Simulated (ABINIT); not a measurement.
Input of an ABINIT 10.8.3 (patched build) run:

run.abi

```
pp_dirpath "./"
pseudos "Si.upf, Mg.upf"

acell 3*1.0 Angstrom
rprim
     2.9083940000     0.0000000000     0.0000000000
     0.0000000000     2.9083940000     0.0000000000
     0.0000000000     0.0000000000     4.1034270000
ntypat 2
znucl 14 12
natom 2
typat 1 2
xred
     0.5000000000     0.5000000000     0.5000000000
     0.0000000000     0.0000000000     0.0000000000

ecut 38.0

kptopt 1
ngkpt 7 7 5
nshiftk 1
shiftk 0.0 0.0 0.0

ixc -116133

nband 11
occopt 3
tsmear 0.05 eV

nstep 100
tolvrs 1.0e-10

iomode 3
prtwf 0
prteig 0
prtebands 0
enunit 1
prtden 1
prtvha 1
prtvclmb 1
prtpot 1
prtelf 1
```

Potentials or basis: PseudoDojo NC SR PBEsol v0.4.1 standard.

Command:

```console
$ abinit run.abi > log 2>&1
```

Q: Estimate the pressure.

A: -2.7 GPa.

Q: What does it give for the band gap on the k mesh?

A: None (metal or under the smearing width).

Stress tensor (GPa, compression positive):
```
-3.71  0.00  0.00
 0.00 -3.71  0.00
 0.00  0.00 -0.55
```
